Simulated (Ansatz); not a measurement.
# Telling polymorphs of Al₂O₃ apart by Al-27

All values are calculated (Ansatz; DFT, r2SCAN, plane waves and PAW, scalar-relativistic, 500 eV cutoff), not measured. Q(Al-27) = 146.6 mb, I = 5/2. The cells come from the Materials Project (computed, not necessarily observed phases), with the atoms as given. Spin–orbit coupling is left out.

Task: Rank the structures by their largest Al-27 |C_Q|, smallest first.
A. P-31c, 20 atoms in the cell run; Al sites: (1) 6 O at 1.83–1.99 Å. (2) 6 O at 1.92 Å. (3) 6 O at 1.92 Å.
B. Ia-3, 40 atoms in the cell run; Al sites: (1) 6 O at 1.90 Å. (2) 6 O at 1.85–1.97 Å.

Result: A (6.19 MHz), B (7.76 MHz).
